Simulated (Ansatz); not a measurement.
We consider L1₀ (CuAu-type) CoPt, described by PBE (PAW; Ansatz, a quantum-chemistry and plane-wave program).

Run with plane-wave cutoff 520 eV, 20×20×16 k mesh (along the axes of the cell as run), Fermi–Dirac smearing 0.05 eV, spin-polarised with parallel moments, scalar-relativistic PAW data made under PBE.

Cell (measured lattice):

```
CoPt
1.0
    2.69400     0.00000     0.00000
    0.00000     2.69400     0.00000
    0.00000     0.00000     3.70700
Co Pt
1 1
Direct
  0.00000   0.00000   0.00000
  0.50000   0.50000   0.50000
```
Starting moments (μB, in the order of the record's atoms Co Pt): 2.0 0.0.

Problem. Give the computed magnetic moment (largest site, within a sphere).

Solution. 
- magnetic moment (largest site, within a sphere) = 1.94 μB

The run finds no gap.

Note: cell and atoms aren't relaxed at this level (pressure 1.1 GPa).

Moments are spin moments.

Spin–orbit coupling is not included.

Static lattice: no zero-point or thermal effects.
